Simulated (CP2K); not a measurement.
# Re (P6_3/mmc) in CP2K: a series of runs, part 2 of 3

CP2K 2026.2. The steps go on from the part before.

## Step 3: Band structure, PBEsol

Input file re_bands.inp:

```
&GLOBAL
  PROJECT re_bands
  RUN_TYPE ENERGY_FORCE
  PRINT_LEVEL LOW
&END GLOBAL
&FORCE_EVAL
  METHOD QS
  STRESS_TENSOR ANALYTICAL
  &DFT
    BASIS_SET_FILE_NAME BASIS_MOLOPT_UZH
    POTENTIAL_FILE_NAME POTENTIAL_UZH
    &MGRID
      CUTOFF 450
      REL_CUTOFF 60
      NGRIDS 5
    &END MGRID
    &QS
      METHOD GPW
      EPS_DEFAULT 1.0E-9
    &END QS
    &KPOINTS
      SCHEME MONKHORST-PACK 11 11 6
      GAMMA_CENTERED T
      SYMMETRY T
      SYMMETRY_BACKEND SPGLIB
    &END KPOINTS
    &SCF
      SCF_GUESS ATOMIC
      EPS_SCF 1.0E-6
      MAX_SCF 100
      ADDED_MOS 16
      CHOLESKY OFF
      EPS_EIGVAL 1.0E-7
      &DIAGONALIZATION ON
        ALGORITHM STANDARD
      &END DIAGONALIZATION
      &MIXING ON
        METHOD BROYDEN_MIXING
        ALPHA 0.4
        BETA 1.5
        NBUFFER 8
      &END MIXING
      &SMEAR ON
        METHOD FERMI_DIRAC
        ELECTRONIC_TEMPERATURE 580.23
      &END SMEAR
    &END SCF
    &XC
      &XC_FUNCTIONAL
        &GGA_X_PBE_SOL
        &END GGA_X_PBE_SOL
        &GGA_C_PBE_SOL
        &END GGA_C_PBE_SOL
      &END XC_FUNCTIONAL
    &END XC
    &PRINT
      &KPOINTS ON
      &END KPOINTS
      &MULLIKEN ON
      &END MULLIKEN
      &MO ON
        ENERGIES T
        OCCUPATION_NUMBERS T
        &EACH
          QS_SCF 0
        &END EACH
        ADD_LAST NUMERIC
      &END MO
      &LOWDIN ON
      &END LOWDIN
      &HIRSHFELD ON
        SHAPE_FUNCTION DENSITY
      &END HIRSHFELD
      &BAND_STRUCTURE
        FILE_NAME bands.bs
        ADDED_MOS 2
        &KPOINT_SET
          UNITS B_VECTOR
          NPOINTS 6
          SPECIAL_POINT GAMMA 0.00000000 0.00000000 0.00000000
          SPECIAL_POINT M 0.50000000 0.00000000 0.00000000
          SPECIAL_POINT K 0.33333333 0.33333333 0.00000000
          SPECIAL_POINT GAMMA 0.00000000 0.00000000 0.00000000
          SPECIAL_POINT A 0.00000000 0.00000000 0.50000000
          SPECIAL_POINT L 0.50000000 0.00000000 0.50000000
          SPECIAL_POINT H 0.33333333 0.33333333 0.50000000
          SPECIAL_POINT A 0.00000000 0.00000000 0.50000000
        &END KPOINT_SET
        &KPOINT_SET
          UNITS B_VECTOR
          NPOINTS 6
          SPECIAL_POINT L 0.50000000 0.00000000 0.50000000
          SPECIAL_POINT M 0.50000000 0.00000000 0.00000000
        &END KPOINT_SET
        &KPOINT_SET
          UNITS B_VECTOR
          NPOINTS 6
          SPECIAL_POINT K 0.33333333 0.33333333 0.00000000
          SPECIAL_POINT H 0.33333333 0.33333333 0.50000000
        &END KPOINT_SET
      &END BAND_STRUCTURE
    &END PRINT
  &END DFT
  &SUBSYS
    &CELL
      ABC 2.7608000000 2.7608000000 4.4582000000
      ALPHA_BETA_GAMMA 90.0000000000 90.0000000000 119.9999999997
      PERIODIC XYZ
    &END CELL
    &COORD
      SCALED
      Re  0.6666666667 0.3333333333 0.7500000000
      Re  0.3333333333 0.6666666667 0.2500000000
    &END COORD
    &KIND Re
      BASIS_SET TZVP-MOLOPT-PBE-GTH-q15
      POTENTIAL GTH-PBE-q15
    &END KIND
    &PRINT
      &ATOMIC_COORDINATES ON
      &END ATOMIC_COORDINATES
      &CELL ON
      &END CELL
    &END PRINT
  &END SUBSYS
  &PRINT
    &FORCES ON
    &END FORCES
    &STRESS_TENSOR ON
    &END STRESS_TENSOR
  &END PRINT
&END FORCE_EVAL
```

Potentials or basis: POTENTIAL_UZH Re GTH-PBE-q15; TZVP-MOLOPT-PBE-GTH basis.

On the command line:

```bash
> OMP_NUM_THREADS=2 cp2k.psmp -i re_bands.inp -o re_bands.out
```

re_bands.out:

```text

 CP2K| version string:                                       CP2K version 2026.2
 CP2K| Input file name                                              re_bands.inp

 GLOBAL| Force Environment number                                              1
 GLOBAL| Basis set file name                                    BASIS_MOLOPT_UZH
 GLOBAL| Potential file name                                       POTENTIAL_UZH
 GLOBAL| MM Potential file name                                     MM_POTENTIAL
 GLOBAL| Coordinate file name                                      __STD_INPUT__
 GLOBAL| Method name                                                        CP2K
 GLOBAL| Project name                                                   re_bands
 GLOBAL| Run type                                                   ENERGY_FORCE
 GLOBAL| FFT library                                                       FFTW3
 GLOBAL| Diagonalization library                                       ScaLAPACK
 GLOBAL| Cholesky decomposition library                                ScaLAPACK
 GLOBAL| DGEMM library                                                      BLAS
 GLOBAL| Direct generalized diagonalization requested                          F
 GLOBAL| Matrix multiplication library                                 ScaLAPACK
 GLOBAL| Global print level                                                  LOW
 GLOBAL| Total number of message passing processes                             1
 GLOBAL| Number of threads for this process                                    2
 GLOBAL| CPU model name                                                  UNKNOWN

 CELL| Volume [angstrom^3]:                                            29.427954
 CELL| Vector a [angstrom]:       2.761     0.000     0.000   |a| =     2.760800
[... 720 lines left out ...]
 KPOINTS| In units of b-vector [2pi/Bohr]
 KPOINTS| Special point     1       GAMMA     0.000000     0.000000     0.000000
 KPOINTS| Special point     2           M     0.500000     0.000000     0.000000
 KPOINTS| Special point     3           K     0.333333     0.333333     0.000000
 KPOINTS| Special point     4       GAMMA     0.000000     0.000000     0.000000
 KPOINTS| Special point     5           A     0.000000     0.000000     0.500000
 KPOINTS| Special point     6           L     0.500000     0.000000     0.500000
 KPOINTS| Special point     7           H     0.333333     0.333333     0.500000
 KPOINTS| Special point     8           A     0.000000     0.000000     0.500000
 KPOINTS| Number of k-points in set    2                                       7
 KPOINTS| In units of b-vector [2pi/Bohr]
 KPOINTS| Special point     1           L     0.500000     0.000000     0.500000
 KPOINTS| Special point     2           M     0.500000     0.000000     0.000000
 KPOINTS| Number of k-points in set    3                                       7
 KPOINTS| In units of b-vector [2pi/Bohr]
 KPOINTS| Special point     1           K     0.333333     0.333333     0.000000
 KPOINTS| Special point     2           H     0.333333     0.333333     0.500000

 ENERGY| Total FORCE_EVAL ( QS ) energy [hartree]           -158.421566503587172

 FORCES| Atomic forces [hartree/bohr]
 FORCES|   Atom     x               y               z               |f|
 FORCES|      1 -1.82389488E-10 -4.32527592E-09 -2.81272148E-10   4.33824754E-09
 FORCES|      2  1.82180869E-10  4.32504065E-09  2.80867496E-10   4.33797799E-09
 FORCES| Sum    -2.08618893E-13 -2.35266902E-13 -4.04652332E-13
 FORCES| Total atomic force                                       5.12460600E-13

 STRESS| Analytical stress tensor [bar]
 STRESS|                        x                   y                   z
 STRESS|      x       -4.50530797828E+04   8.16564710020E-03  -1.82006409020E-09
 STRESS|      y        8.16564710020E-03  -4.50532340743E+04  -5.02184906710E-08
 STRESS|      z       -1.82006409020E-09  -5.02184906710E-08  -3.91947680087E+04
 STRESS| 1/3 Trace                                            -4.31003606219E+04
 STRESS| Determinant                                          -7.95570285819E+13

 STRESS| Eigenvectors and eigenvalues of the analytical stress tensor [bar]
 STRESS|                        1                   2                   3
 STRESS| Eigenvalues  -4.50532345053E+04  -4.50530793518E+04  -3.91947680087E+04
 STRESS|      x          -0.052702721656      0.998610245857     -0.000000000000
 STRESS|      y           0.998610245857      0.052702721656     -0.000000000009
 STRESS|      z           0.000000000009      0.000000000001      1.000000000000
```

It took 80 s on 2 threads of Arm Neoverse V1, shared host; peak memory 0.39 GiB.

What came out:

```
Free energy            : -4310.8701 eV
Pressure               : -4.3 GPa
Band gap on the k mesh : none (metal or under the smearing width)
```

Levels at the corners of the path, in eV from the Fermi level:
```csv
point,band 11,band 12,band 13,band 14,band 15,band 16,band 17,band 18,band 19,band 20
Γ,-1.56,-1.56,-1.56,-0.71,-0.71,0.22,0.22,0.53,3.42,3.42
M,-5.28,-1.91,-1.79,-1.38,-0.58,4.07,4.48,4.61,6.14,7.04
K,-4.07,-3.38,-2.14,-2.14,-0.02,3.09,3.09,3.60,6.37,6.37
Γ,-1.56,-1.56,-1.56,-0.71,-0.71,0.22,0.22,0.53,3.42,3.42
A,-2.41,-2.41,-1.68,-1.68,-1.68,-1.68,2.62,2.62,2.62,2.62
L,-4.12,-4.12,0.41,0.41,0.84,0.84,4.39,4.39,4.82,4.82
H,-3.76,-3.76,-2.18,-2.18,0.07,0.07,3.39,3.39,9.51,9.51
A,-2.41,-2.41,-1.68,-1.68,-1.68,-1.68,2.62,2.62,2.62,2.62
L,-4.12,-4.12,0.41,0.41,0.84,0.84,4.39,4.39,4.82,4.82
M,-5.28,-1.91,-1.79,-1.38,-0.58,4.07,4.48,4.61,6.14,7.04
K,-4.07,-3.38,-2.14,-2.14,-0.02,3.09,3.09,3.60,6.37,6.37
H,-3.76,-3.76,-2.18,-2.18,0.07,0.07,3.39,3.39,9.51,9.51
```

Caveat: the potentials were made for another functional, which shifts forces and pressure; spin-orbit coupling is left out, which moves the levels of the heavy elements; the basis of atomic orbitals isn't converged, which shifts pressures, moduli and gaps.

[end of part 2 of 3]
